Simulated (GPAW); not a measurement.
Input of a GPAW 26.7.0 run:

Contents of run.py:

```python
import numpy as np
from ase.dft.bandgap import bandgap
from ase.io import write
from ase.spacegroup import crystal
from ase.units import GPa
from gpaw import GPAW, PW, setup_paths
from gpaw.spinorbit import soc_eigenstates

setup_paths.insert(0, '.')

# Pd 4a
atoms = crystal(['Pd'],
                basis=[[0.0, 0.0, 0.0]],
                spacegroup=225, setting=1,  # Fm-3m
                cellpar=[3.893, 3.893, 3.893, 90.0, 90.0, 90.0],
                primitive_cell=True)

calc = GPAW(mode=PW(600),
            xc='GGA_X_PBEINT+GGA_C_PBEINT',
            kpts={'size': (9, 9, 9), 'gamma': True},
            occupations={'name': 'fermi-dirac', 'width': 0.05},
            nbands=17,
            convergence={'density': 1e-05, 'energy': 1e-05},
            maxiter=150,
            txt='gpaw.txt')
atoms.calc = calc
energy = atoms.get_potential_energy()
forces = atoms.get_forces()
stress = atoms.get_stress()
calc.write('gs.gpw')
write('result.traj', atoms)
print(f'Energy: {energy:.6f} eV')
print('Forces (eV/A):')
print(forces.round(4))
print('Stress (GPa):', (stress / GPa).round(3))
print('Fermi level:', round(calc.get_fermi_level(), 4), 'eV')
print(f'Gap: {bandgap(calc)[0]:.4f} eV, direct: {bandgap(calc, direct=True)[0]:.4f} eV')

path = atoms.cell.bandpath('GXWKGLUWLK,UX', npoints=100, eps=1e-4)
bs_calc = calc.fixed_density(kpts=path, symmetry='off', nbands=25,
                             convergence={'bands': 'CBM+6.0', 'eigenstates': 1e-6}, txt='bands.txt')
bs = bs_calc.band_structure()
bs.write('bs.json')
print(f'Gap on the path: {bandgap(bs_calc)[0]:.4f} eV')

soc = soc_eigenstates(bs_calc, theta=0, phi=0)
np.savetxt('soc_bands.dat', soc.eigenvalues(), fmt='%.4f')
mesh = soc_eigenstates('gs.gpw', theta=0, phi=0)
np.savetxt('soc_mesh.dat', mesh.eigenvalues(), fmt='%.4f')
print('Fermi level with spin-orbit coupling:', round(mesh.fermi_level, 4), 'eV')
```

Potentials or basis: PAW data sets generated in the run's folder for this functional, pw.

The run is started by

```console
$ gpaw-setup -f GGA_X_PBEINT+GGA_C_PBEINT Pd
$ OMP_NUM_THREADS=1 python run.py
```

**Question.** Predict the band gap along the path.

**Answer.** None (metal or under the smearing width).

**Question.** What does it give for the pressure?

**Answer.** -0.4 GPa.

Levels at the corners of the path, in eV from the Fermi level:
```tsv
point	band 14	band 15	band 16	band 17	band 18
Γ	-2.66	-1.18	-1.18	-1.18	-1.18
X	0.18	0.48	0.48	3.27	3.27
W	-1.30	0.31	0.31	8.76	8.76
K	-0.95	-0.13	-0.13	7.09	7.09
Γ	-2.66	-1.18	-1.18	-1.18	-1.18
L	-0.11	0.09	0.09	0.93	0.93
U	-0.95	-0.13	-0.13	7.09	7.09
W	-1.30	0.31	0.31	8.76	8.76
L	-0.11	0.09	0.09	0.93	0.93
K	-0.95	-0.13	-0.13	7.09	7.09
U	-0.95	-0.13	-0.13	7.09	7.09
X	0.18	0.48	0.48	3.27	3.27
```

Caveat: spin-orbit coupling was added after a scalar SCF, so levels and gaps hold it while energy, forces, pressure and moments don't; this program's spin-orbit splittings come out too wide for heavy elements.
